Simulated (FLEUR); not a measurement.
How far to go with the basis cutoff: NaBr (I4mm, 2 atoms in the cell)

```xyz
2
Lattice="0.0000 2.9701 2.9701 2.9701 0.0000 2.9701 2.9701 2.9701 0.0000" Properties=species:S:1:pos:R:3 pbc="T T T"
Na     0.0000     0.0000     0.0500
Br     2.9701     2.9701     2.9701
```

Level of theory: PBE, all-electron FLAPW (FLEUR), scalar-relativistic valence.

Base settings: Kmax = 4 1/bohr; GmaxXC = 16 1/bohr; xcFunctional = pbe; jspins = 1; l_soc = F; mode = hist; fermiSmearingEnergy = 0.00073499 Htr; mesh (inpgen div1-3) = 3 3 3; inpgen gamma flag = false; Gmax = 16 1/bohr.

Moved along: Gmax, GmaxXC.

The second cell is the first with its lattice scaled by 0.98.

The mesh stays at the base's, so the ladder's end is converged at best in this setting alone.

Only quantities that move along the ladder and can be compared are tabulated; the gap is left out on so coarse a mesh.

Core times come from one kind of shared machine, to one figure; runs under 30 s give none.

The starting cell has typed, rounded lattice constants, without a prior relaxation at this level. Its lattice was rescaled by up to half a per cent. One atom was moved a little off its site on purpose. Values depend on the basis (sphere radii, cutoffs, local orbitals), which need not be converged.

```csv
Kmax,free energy less the last step's (meV/atom),energy of the compressed cell less the first (meV/atom),core time / last (rough)
2.37 1/bohr,1094.64,14.23,–
2.53 1/bohr,626.06,32.67,–
2.68 1/bohr,406.18,39.80,–
2.83 1/bohr,246.77,20.33,–
2.97 1/bohr,158.78,37.28,–
3.1 1/bohr,103.66,24.62,–
3.35 1/bohr,50.91,17.03,–
3.58 1/bohr,22.17,24.05,–
3.79 1/bohr,11.38,20.52,–
4 1/bohr,5.21,21.43,–
4.2 1/bohr,2.67,21.37,–
4.38 1/bohr,1.37,21.35,0.5
4.65 1/bohr,0.45,21.34,0.6
4.9 1/bohr,0.17,21.28,0.6
5.29 1/bohr,0.00,21.28,1
```

Coarsest Kmax that holds the energy of the compressed cell less the first within 2 meV/atom of the last step, with all finer ones: 3.79 1/bohr; the step before is off by 2.8 meV/atom.

Coarsest Kmax that holds the free energy within 2 meV/atom of the last step, with all finer ones: 4.38 1/bohr; the step before is off by 2.7 meV/atom.

The energy difference between the two cells stays within 1 meV/atom of the last step's from 3.79 1/bohr on, the total only from 4.65 1/bohr on: much of the error is common to both cells and cancels.
